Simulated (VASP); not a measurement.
Set up this calculation in VASP 6.6.1, as the native input.

| Property | Result |
| --- | --- |
| Task | relaxation of the atoms |
| Functional | r2SCAN |
| Potentials or basis | VASP PAW PBE potentials, release 64 (Hg, Te) |
| Cutoff | 600 eV |
| k mesh | 10 × 10 × 10 |
| Occupations | gaussian, width 0.03 eV |
| Spin | no spin polarisation |
| Further INCAR settings | ALGO = Normal; EDIFF = 1e-07; IBRION = 2; EDIFFG = -0.01; NSW = 40 |

The structure of HgTe (Coloradoite) lies in POSCAR:

```
HgTe                                    
1.0
    0.0000000000      3.3101277878      3.3101277878
    3.3101277878      0.0000000000      3.3101277878
    3.3101277878      3.3101277878      0.0000000000
  Hg              Te            
     1     1
Direct
     0.0000000000000000    0.0000000000000000    0.0000000000000000
     0.2500000000000000    0.2500000000000000    0.2500000000000000
```

The cell isn't the ideal one: a relaxed cell with its volume scaled by 1.02.

These files were run (other wordings do the same):

INCAR

```
SYSTEM = HgTe
ALGO = Normal ; EDIFF = 1E-7
EDIFFG = -0.01 ; ENCUT = 600
IBRION = 2 ; ISIF = 2
ISMEAR = 0 ; LASPH = .True.
LCHARG = .False. ; LMIXTAU = .True.
LREAL = .False. ; LWAVE = .False.
METAGGA = R2SCAN ; NELM = 80
NSW = 40 ; PREC = Accurate
SIGMA = 0.03
```

KPOINTS

```
k-points
0
Gamma
  10 10 10
  0 0 0
```

Potentials or basis: VASP PAW PBE potentials, release 64 (Hg, Te).

The run is started by

```sh
$ cat potpaw_PBE.64/Hg/POTCAR potpaw_PBE.64/Te/POTCAR > POTCAR
$ mpirun -np 1 vasp_std > vasp.out
```

Results of the run:

```yaml
Pressure_after_relaxing: -0.7 GPa
Band_gap_on_the_k_mesh: none (metal or under the smearing width)
```

Caveat: the relaxation stopped at its first step, so nothing moved; the PAW data sets were made with another functional, which shifts forces and pressure a little.

Run time: 4.9 min on 1 thread of Intel(R) Xeon(R) Platinum 8488C (Sapphire Rapids), on a shared host, peak memory 0.29 GiB.
